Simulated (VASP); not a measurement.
Crystal: Al2O3 (Corundum).

```
Al O
1.0
     2.38025    1.37424    4.33187
    -2.38025    1.37424    4.33187
     0.00000   -2.74848    4.33187
Al O
4 6
Direct
  0.85216 0.85216 0.85216
  0.64784 0.64784 0.64784
  0.14784 0.14784 0.14784
  0.35216 0.35216 0.35216
  0.05668 0.75000 0.44332
  0.75000 0.44332 0.05668
  0.44332 0.05668 0.75000
  0.94332 0.25000 0.55668
  0.25000 0.55668 0.94332
  0.55668 0.94332 0.25000
```

```yaml
Program: VASP 6.6.1
Task: relaxation of cell and atoms
Functional: BLYP
Potentials_or_basis: VASP PAW PBE potentials, release 64 (Al, O)
Cutoff: 600 eV
k_mesh: 7 × 7 × 7
Occupations: fermi-dirac, width 0.05 eV
Spin: no spin polarisation
```

At the start: pressure 11.6 GPa; volume 8.50 Å³/atom.

Q: Where does the relaxation end?

A: Over 7 steps the energy falls by 14.3 meV/atom and the volume is 8.92 Å³/atom (+4.9 %); space group R-3c (No. 167, to 0.05 Å).

The path:
```tsv
step	energy change (eV)	largest force (eV/Å)	pressure (GPa)	volume (Å³)
1	0.0000	0.0232	11.57	85.02
2	-0.0440	0.0817	-8.31	92.80
3	-0.1426	0.0488	-0.07	89.14
4	-0.1426	0.0483	0.14	89.06
5	-0.1432	0.0106	0.13	89.08
6	-0.1432	0.0096	0.14	89.08
7	-0.1433	0.0050	-0.09	89.17
```

Final structure:
```yaml
crystal:
  lattice:
    - [2.41791, 1.39598, 4.40310]
    - [-2.41791, 1.39598, 4.40310]
    - [0.00000, -2.79197, 4.40310]
  atoms:
    - { symbol: Al, position: [0.85241, 0.85241, 0.85241] }
    - { symbol: Al, position: [0.64759, 0.64759, 0.64759] }
    - { symbol: Al, position: [0.14759, 0.14759, 0.14759] }
    - { symbol: Al, position: [0.35241, 0.35241, 0.35241] }
    - { symbol: O, position: [0.05629, 0.75000, 0.44371] }
    - { symbol: O, position: [0.75000, 0.44371, 0.05629] }
    - { symbol: O, position: [0.44371, 0.05629, 0.75000] }
    - { symbol: O, position: [0.94371, 0.25000, 0.55629] }
    - { symbol: O, position: [0.25000, 0.55629, 0.94371] }
    - { symbol: O, position: [0.55629, 0.94371, 0.25000] }
```

Caveat: the PAW data sets were made with another functional, which shifts forces and pressure a little.
